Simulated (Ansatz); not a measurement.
# MgS (Niningerite) (Fm-3m) in Ansatz: reference runs

How does MgS (Niningerite) come out in PBE? The cell is run as given and disturbed.

Everything below comes from runs of Ansatz 0.2.0. Logs are shortened: lines on timing, memory, paths and dates and some standing lists are left out, and cuts for length are marked.

### Step 1. Starting point

It takes space group Fm-3m (No. 225, cubic). The conventional cell has a = 5.203 Å, b = 5.203 Å, c = 5.203 Å, α = 90.00°, β = 90.00°, γ = 90.00°. Around S (site symmetry m-3m) lie 6 Mg at 2.60 Å. Mg (site symmetry m-3m) has 6 S at 2.60 Å as nearest neighbours.

### Step 2. Single point, PBE

Contents of input.yaml:

```yaml
crystal:
  lattice:
    - [0.0, 2.60165, 2.60165]
    - [2.60165, 0.0, 2.60165]
    - [2.60165, 2.60165, 0.0]
  atoms:
    - { symbol: S, position: [0.5, 0.5, 0.5] }
    - { symbol: Mg, position: [0.0, 0.0, 0.0] }
hamiltonian:
  xc: pbe
  pseudopotentials: { kind: paw }
kpoints:
  mp_grid: { grid: [9, 9, 9] }
scf:
  occupations: { method: fermi_dirac, width: 0.05 }
output:
  forces: true
  stress: true
  eigenvalues: true
```

Potentials or basis: Ansatz PAW.

Started as:

```console
$ ansatz run input.yaml --threads 1 --pin off --max-ram 2560MiB --backend cpu --events-out ev --progress --plain --runs-dir out
```

Log:

```text
Warning: RAYON_NUM_THREADS=1 ignored (pool sized by the plan → 1); use --threads N
Engine: ansatz 0.2.0, x86_64-unknown-linux-gnu
Pseudopotentials: kind: paw
Pseudopotential: S, paw, valence charge 6, recommended cutoff 420 eV (normal), S.paw.azcp
Pseudopotential: Mg, paw, valence charge 10, recommended cutoff 420 eV (normal), Mg.paw.azcp
Functional definition: PBE
  parameter kappa = 0.804
  parameter beta = 0.06672455060314922
  exchange = pbe_x(kappa = kappa, mu = beta*pi^2/3)
  correlation = pbe_c(beta = beta)
Crystal: 2 atoms, lattice volume = 35.219 Å³
Basis set: ecut = 420 eV, 701 PW (Γ), exchange–correlation on 50×50×50 points (8 copies of the dense FFT grid, shifted against one another)
Bands: 12, of which v1, the nominal top of the filled ones, is band 8 counted from 1 (7 counted from 0)
Symmetry: 48 space group operations
Space group: Fm-3m (ITA 225), of the structure as read, at distance tolerance 3.3e-5 Å
k-points: 35 of 729
Non-local potential: S, projectors of the file, l = 0: 2, l = 1: 2, l = 2: 2
Non-local potential: Mg, projectors of the file, l = 0: 3, l = 1: 2, l = 2: 1
PAW form: soft (Blöchl's): semilocal exchange-correlation on the pseudo side does not see the compensation charge
PAW one-centre angular grid: S, 110 points (default); XC on 64 Gauss nodes
PAW one-centre angular grid: Mg, 110 points (default); XC on 64 Gauss nodes
Initial density: superposition of atomic densities (neutral atoms: chi_scale 0, normalization atom), corrected by the library's trained network
Initial wavefunctions: pseudopotential atomic-orbital guess
Functional: x = pbe(κ = 0.804, μ = 0.2195149727645171), c = pbe(β = 0.06672455060314922)
SCF iter   1: F=—  HF=-2828.747093 eV  |F-HF|=—  |Δ(HF+E_count)|=         —  Δρ=4.25e-4  dr2=4.67e-5  ethr=1.77e-3  ⟨swp⟩=6.6  Hψ=2548  notcnv=0
preconditioner: auto → none  [insulator: Δε(μ)=2.912 eV  Ē_g=11.749 eV  σ=0.050 eV  W_gap=1.00  n_scr=8 (ndim 8)  ℏωp=17.7 eV  f_vac=0.000  D(μ)=0.00/eV (n_scr^D=0)  ε∞_Penn≈3.3]
SCF iter   2: F=—  HF=-2828.746959 eV  |F-HF|=—  |Δ(HF+E_count)|=   1.34e-4  Δρ=3.13e-4  dr2=4.48e-5  ethr=2.92e-7  ⟨swp⟩=3.1  Hψ=1089  notcnv=0
SCF iter   3: F=—  HF=-2828.746977 eV  |F-HF|=—  |Δ(HF+E_count)|=   1.83e-5  Δρ=1.47e-4  dr2=7.94e-6  ethr=2.80e-7  ⟨swp⟩=2.0  Hψ=556  notcnv=0
SCF iter   4: F=—  HF=-2828.746980 eV  |F-HF|=—  |Δ(HF+E_count)|=   2.55e-6  Δρ=7.02e-5  dr2=2.42e-6  ethr=4.96e-8  ⟨swp⟩=2.0  Hψ=555  notcnv=0
SCF iter   5: F=—  HF=-2828.746979 eV  |F-HF|=—  |Δ(HF+E_count)|=   6.53e-7  Δρ=3.04e-5  dr2=5.15e-7  ethr=1.51e-8  ⟨swp⟩=1.9  Hψ=523  notcnv=0
SCF iter   6: F=-2828.746979 eV  HF=-2828.746979 eV  |F-HF|=3.02e-8  |Δ(HF+E_count)|=   1.71e-7  Δρ=8.51e-6  dr2=4.11e-8  ethr=6.25e-10  ⟨swp⟩=3.2  Hψ=1467  notcnv=0
SCF 1 converged in 6 iterations: F = -2828.746979 eV  dr2 = 4.11e-8
SCF converged after 6 iterations
Free energy (F): -2828.746979 eV
Harris-Foulkes:  -2828.746979 eV  (|F-HF|=3.02e-8)
Internal energy: -2828.746979 eV  (E = F + TS)
E sigma→0 (E₀):  -2828.746979 eV
Fermi energy:    7.857834 eV
--- Per-component energies (eV) ---
  E_band       = -331.814403
  E_kinetic    = 185.286737
  E_local      = -1665.926145  (includes V_loc(G=0)·N_el)
  E_nonlocal   = 123.411406
  E_hartree    = 593.043150
  E_xc         = -127.745344
  E_vxc        = -127.036948  (∫ρ·V_xc dr)
  E_paw        = -893.076760  (= ΣΔE_a)
  E_vpaw       = -33.635405  (= ΣTr[D̂ρ^β])
  E_aug_tail   = -0.000002  (compensation charges beyond the density's cutoff)
  E_ewald      = -1043.740020
  E_smearing   = -0.000000  (= −TS)
  E_closure    = -0.000000  (closes the sum)
  Σ components = -2828.746979   (vs F -2828.746979, Δ=0.00e0)
--- Forces (eV/Å), atoms counted from 1 ---
  atom   1  S      0.00000000    -0.00000000     0.00000000
  atom   2  Mg    -0.00000000     0.00000000    -0.00000000
  max |Σ_I F_I| component: 3.20e-30 eV/Å
--- Stress (GPa, compression-positive) ---
        1.161758      -0.000000      -0.000000
       -0.000000       1.161758      -0.000000
        0.000000      -0.000000       1.161758
  P = ⅓ Tr σ = 1.1618 GPa (11.618 kbar)
--- Band table (eV; the first three rows and the last of 35) ---
  k-point 0: bands = ["-68.3296", "-35.0812", "-35.0812", "-35.0812", "-6.2771", "6.3886", "6.3886", "6.3886", "10.1109", "14.3053", "14.3053", "14.3053"]
  k-point 1: bands = ["-68.3296", "-35.0820", "-35.0813", "-35.0813", "-6.1565", "5.5258", "6.3074", "6.3074", "10.7909", "14.0252", "14.5193", "14.5193"]
  k-point 2: bands = ["-68.3295", "-35.0839", "-35.0816", "-35.0816", "-5.8220", "3.9711", "6.1187", "6.1187", "11.3631", "14.3463", "14.3463", "14.3815"]
  k-point 34: bands = ["-68.3292", "-35.0858", "-35.0850", "-35.0836", "-4.5906", "2.8552", "3.4224", "4.2817", "11.5713", "13.7515", "14.0749", "15.4916"]
```

Run time: 0.84 s. Hardware: 1 thread of Intel Xeon at 2.60GHz (Ice Lake), shared host; peak memory 0.32 GiB.

What came out:

* Free energy: -2828.7470 eV
* Pressure: 1.2 GPa
* Band gap on the k mesh: 2.92 eV, indirect (least direct gap 3.72 eV)

Caveat: odd divisions of the mesh miss points on the zone boundary, where band edges often lie, so the gap on the mesh can be too wide. A k mesh can miss the band edges.

### Step 3. Single point, PBE (atoms moved at random, drawn with an rms of 0.05 Å)

input.yaml, as its differences from that of step 2:

```diff
@@ -6,4 +6,4 @@
   atoms:
-    - { symbol: S, position: [0.5, 0.5, 0.5] }
-    - { symbol: Mg, position: [0.0, 0.0, 0.0] }
+    - { symbol: S, position: [0.499231, 0.503653, 0.509622] }
+    - { symbol: Mg, position: [0.01475, -0.008204, -0.011666] }
 hamiltonian:
@@ -19 +19,5 @@
   eigenvalues: true
+  write_density: true
+  write_potential: true
+  elf: true
+  volumetric_format: npy
```

Potentials or basis: Ansatz PAW.

Started as:

```console
$ ansatz run input.yaml --threads 1 --pin off --max-ram 2560MiB --backend cpu --events-out ev --progress --plain --runs-dir out
```

Wall time 13 s (1 thread of Intel Xeon at 2.60GHz (Ice Lake), shared host); peak memory 0.48 GiB.

The run converged. Its results:

```
Free energy            : -2828.7359 eV
Pressure               : 1.4 GPa
Largest force          : 0.256 eV/Å
Band gap on the k mesh : 2.92 eV, indirect (least direct gap 3.72 eV)
```

Forces in eV/Å, atoms in the order of the input:
```
S   -0.251 -0.041  0.026
Mg   0.251  0.041 -0.026
```

Stress tensor (GPa, compression positive):
```
 2.03 -0.02  0.01
-0.02  1.13  0.00
 0.01  0.00  1.11
```

Levels at points of the mesh, in eV from the valence-band top:
```tsv
k point	band 4	band 5	band 6	band 7	band 8	band 9	band 10	band 11	band 12
(0.00, 0.00, 0.00)	-41.46	-12.67	-0.01	0.00	0.00	3.72	7.91	7.91	7.93
```

Caveat: odd divisions of the mesh miss points on the zone boundary, where band edges often lie, so the gap on the mesh can be too wide. A k mesh can miss the band edges.
